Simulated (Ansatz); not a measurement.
A nudged elastic band was laid between two geometries of a periodic cell of 33 atoms, Al (host Al, host structure Fm-3m, interstitial Al).

Theory: DFT PBE, scalar-relativistic, plane waves, PAW (Ansatz). Settings: cutoff 420 eV, k mesh 2x2x2, gaussian smearing 0.1 eV, no spin polarisation.

* movable images: 5
* climbing image: yes
* spring: 5.0 eV/Å²
* optimiser: quadratic models (default)
* start path: straight line
* force threshold: 0.03 eV/Å
* iteration limit: 80
* end points: relaxed

Initial state:

```xyz
33
Lattice="8.1048 0.0000 0.0000 0.0000 8.1048 0.0000 0.0000 0.0000 8.1048" Properties=species:S:1:pos:R:3
Al 4.054 0.021 0.003
Al 6.058 2.025 0.003
Al 6.109 -0.030 2.055
Al -0.001 0.121 -0.006
Al 2.047 2.025 0.003
Al 4.054 4.031 0.003
Al 5.958 6.079 -0.006
Al 2.000 -0.026 2.051
Al 4.055 2.025 2.005
Al 6.106 4.080 2.053
Al 4.049 0.121 4.050
Al 5.957 2.028 4.050
Al 6.101 -0.023 6.055
Al -0.001 3.930 -0.006
Al 2.149 6.079 -0.006
Al -0.001 2.028 1.905
Al 2.003 4.076 2.048
Al 4.049 6.079 1.905
Al 0.003 0.484 4.057
Al 2.149 2.028 4.050
Al 4.049 3.930 4.050
Al 5.591 6.077 4.057
Al 2.008 -0.018 6.059
Al 4.054 2.025 6.099
Al 6.098 4.073 6.057
Al 0.003 6.077 1.530
Al 0.003 3.581 4.057
Al 2.493 6.077 4.057
Al -0.001 2.028 6.201
Al 2.010 4.069 6.061
Al 4.049 6.079 6.201
Al 0.003 6.077 6.538
Al -0.014 6.086 4.028
```

Final state:

```xyz
33
Lattice="8.1048 0.0000 0.0000 0.0000 8.1048 0.0000 0.0000 0.0000 8.1048" Properties=species:S:1:pos:R:3
Al 4.051 0.000 0.024
Al 6.101 2.051 -0.021
Al 6.056 0.000 2.026
Al -0.001 0.001 0.123
Al 2.000 2.052 -0.023
Al 4.052 4.053 0.123
Al 6.101 6.055 -0.022
Al 2.047 0.000 2.026
Al 4.051 2.005 2.026
Al 5.957 4.053 2.032
Al 4.051 0.000 4.033
Al 6.097 2.046 4.074
Al 5.957 0.001 6.082
Al -0.002 4.053 0.490
Al 1.999 6.054 -0.023
Al -0.001 1.906 2.032
Al 2.146 4.053 2.032
Al 4.051 6.101 2.026
Al 0.000 0.001 3.933
Al 2.005 2.047 4.075
Al 4.052 4.053 3.933
Al 6.097 6.060 4.075
Al 2.146 0.001 6.081
Al 4.052 1.906 6.082
Al 5.602 4.053 6.078
Al -0.001 6.200 2.032
Al -0.001 4.053 3.586
Al 2.004 6.058 4.076
Al -0.002 1.549 6.078
Al 2.506 4.053 6.078
Al 4.052 6.200 6.082
Al -0.002 6.558 6.078
Al 0.002 4.054 6.094
```

Problem. Which bonds break or form, and what moves?

Solution. Contacts lost: Al14–Al29, Al14–Al32, Al19–Al33, Al22–Al33, Al26–Al33, Al27–Al29, Al28–Al33. Contacts made: Al14–Al33, Al19–Al26, Al19–Al32, Al25–Al33, Al26–Al27, Al29–Al33, Al30–Al33. The atom that moves furthest is Al33, by 2.90 Å; four of its nearest neighbours are Al26 2.50, Al22 2.50, Al19 2.50, Al27 2.51 Å at the first end and Al14 2.50, Al30 2.50, Al32 2.50, Al29 2.50 Å at the last.

Problem. What energy profile does the band end with?

Solution. The run converged. The highest image is number 3 of 0 to 6, 0.65 eV above the ends, which have the same energy within 2 meV. By the program's own check the climbing image is a first-order saddle point (lowest curvatures found: -0.64 and 0.29 eV/Å²). Limits of this set-up: coarse k mesh, a small cell, in which the defect meets its images.

```
image  path coordinate (Å)  energy (eV)  Al14–Al29 (Å)  Al14–Al32 (Å)  Al19–Al33 (Å)
    0                 0.00         0.00           2.69           2.65           2.50
    1                 1.33         0.14           2.77           2.75           2.85
    2                 2.66         0.20           2.79           2.73           3.30
    3                 3.99         0.65           2.93           3.17           3.95
    4                 4.80         0.45           3.01           3.60           4.22
    5                 5.61         0.11           3.17           3.69           4.31
    6                 6.42         0.00           3.55           3.55           4.59
```

Problem. What is the geometry of the highest image?

Solution. 
```xyz
33
Lattice="8.1048 0.0000 0.0000 0.0000 8.1048 0.0000 0.0000 0.0000 8.1048" Properties=species:S:1:pos:R:3:forces:R:3
Al 4.052 0.011 0.051 0.00 0.00 0.00
Al 5.922 2.061 -0.050 0.00 0.00 0.00
Al 6.026 0.019 2.042 0.00 0.00 0.00
Al -0.001 -0.206 0.268 0.00 0.00 0.00
Al 2.182 2.061 -0.050 0.00 0.00 0.00
Al 4.052 4.122 0.155 0.00 0.00 0.00
Al 6.027 6.125 0.043 0.00 0.00 0.00
Al 2.077 0.019 2.042 0.00 0.00 0.00
Al 4.052 2.028 1.997 0.00 0.00 0.00
Al 6.095 4.032 2.039 0.00 0.00 0.00
Al 4.052 -0.093 4.045 0.00 0.00 0.00
Al 5.788 1.992 4.084 0.00 0.00 0.00
Al 5.922 0.113 6.106 0.00 0.00 0.00
Al -0.001 4.302 -0.147 0.00 0.00 0.00
Al 2.077 6.125 0.043 0.00 0.00 0.00
Al -0.001 2.068 1.295 0.00 0.00 0.00
Al 2.008 4.032 2.039 0.00 0.00 0.00
Al 4.052 6.110 2.057 0.00 0.00 0.00
Al -0.001 0.210 3.865 0.00 0.00 0.00
Al 2.315 1.992 4.084 0.00 0.00 0.00
Al 4.052 4.159 4.008 0.00 0.00 0.00
Al 6.095 6.128 4.135 0.00 0.00 0.00
Al 2.181 0.113 6.106 0.00 0.00 0.00
Al 4.052 2.052 6.115 0.00 0.00 0.00
Al 5.788 4.083 6.176 0.00 0.00 0.00
Al -0.001 5.948 2.220 0.00 0.00 0.00
Al -0.001 2.929 3.556 0.00 0.00 0.00
Al 2.008 6.128 4.135 0.00 0.00 0.00
Al -0.001 1.935 6.232 0.00 0.00 0.00
Al 2.315 4.083 6.176 0.00 0.00 0.00
Al 4.052 6.171 6.140 0.00 0.00 0.00
Al -0.001 6.872 6.099 0.00 0.00 0.00
Al -0.001 4.611 5.239 0.00 0.00 0.00
```

Time of the run: 22 min on 2 threads of Intel(R) Xeon(R) Platinum 8488C (Sapphire Rapids), with other jobs on the host, peak memory 2.1 GiB.
